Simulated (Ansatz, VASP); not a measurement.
# Two plane-wave programs on Si2W

The input INCAR:

```
SYSTEM = Si2W
PREC = Accurate ; ENCUT = 520
EDIFF = 1E-7 ; ISMEAR = -1
SIGMA = 0.05 ; LREAL = .False.
LASPH = .True. ; NELM = 80
ALGO = Normal ; ISIF = 2
LWAVE = .False. ; LCHARG = .False.
GGA = PS ; NBANDS = 18
```

KPOINTS

```
Automatic mesh
0
Gamma
  12 12 12
  0 0 0
```

POSCAR

```
Si2W
1.0
   -1.5740969181      1.5740969181      3.8350306363
    1.5740969181     -1.5740969181      3.8350306363
    1.5740969181      1.5740969181     -3.8350306363
W Si
1 2
Direct
    0.0000000000      0.0000000000      0.0000000000
    0.6653000000      0.6653000000      0.0000000000
    0.3347000000      0.3347000000      0.0000000000
```

The input input.yaml:

```yaml
crystal:
  lattice:
    - [-1.5740969181, 1.5740969181, 3.8350306363]
    - [1.5740969181, -1.5740969181, 3.8350306363]
    - [1.5740969181, 1.5740969181, -3.8350306363]
  atoms:
    - { symbol: W, position: [0.0, 0.0, 0.0] }
    - { symbol: Si, position: [0.6653, 0.6653, 0.0] }
    - { symbol: Si, position: [0.3347, 0.3347, 0.0] }
hamiltonian:
  xc: pbesol
  pseudopotentials: { kind: paw }
kpoints:
  mp_grid: { grid: [12, 12, 12] }
scf:
  occupations: { method: fermi_dirac, width: 0.05 }
output:
  forces: true
  stress: true
  eigenvalues: true
```

Change from the starting cell: volume scaled by 0.94.

Alike in both runs: task single point; functional PBEsol; k mesh 12 × 12 × 12; occupations fermi-dirac, width 0.05 eV; no spin polarisation.

|  | VASP | Ansatz |
| --- | --- | --- |
| version | VASP 6.6.1 | Ansatz 0.2.0 |
| potentials or method | VASP PAW PBE potentials, release 64 (W_sv, Si) | Ansatz PAW |
| plane-wave cutoff (eV) | 520 | 420 |
| valence electrons in the cell | 22 | 22 |

```csv
,VASP,Ansatz,Ansatz less VASP
gap on the k mesh at the Fermi level (eV),none,none,-
pressure (GPa),14.6,14.1,-0.46
largest component of the traceless stress (GPa),1.89,1.93,+0.039
rms of the force components (eV/Å),0.096,0.093,-0.0029
```

Atom by atom the forces differ by 0.003 eV/Å (rms over components). A gap of «none» marks a metal or a gap that the smearing closes. With one functional, cell and mesh, what is left measures potentials, basis and numerics.

Caveats: the PAW data sets were made with another functional, which shifts forces and pressure a little (VASP); the PAW data sets come from PBE, with cores solved anew for the run's functional, which leaves a small shift of forces and pressure (Ansatz). The runs have no spin-orbit coupling, so splittings on W are missing.
